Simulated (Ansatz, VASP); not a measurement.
**Two plane-wave programs on PbO**

```
CELL_PARAMETERS angstrom
3.21507 0.00000 0.00000
0.00000 3.21507 0.00000
0.00000 0.00000 3.21507
ATOMIC_POSITIONS crystal
Pb 0.00000 0.00000 0.00000
O 0.50000 0.50000 0.50000
```

Alike in both runs: functional PBE; k mesh 12 × 12 × 12; occupations fermi-dirac, width 0.05 eV; no spin polarisation.

Ansatz relaxed the structure, and its values are those at the end. VASP's run is a single point on that final structure, the one shown.

|  | VASP | Ansatz |
| --- | --- | --- |
| version | VASP 6.6.1 | Ansatz 0.2.0 |
| potentials or method | VASP PAW PBE potentials, release 64 (Pb_d, O) | PAW with Ansatz's default frozen-core files, scalar-relativistic |
| plane-wave cutoff (eV) | 520 | 420 |
| valence electrons in the cell | 20 | 20 |

```csv
,VASP,Ansatz,Ansatz less VASP
pressure (GPa),-0.1,0.0,+0.13
```
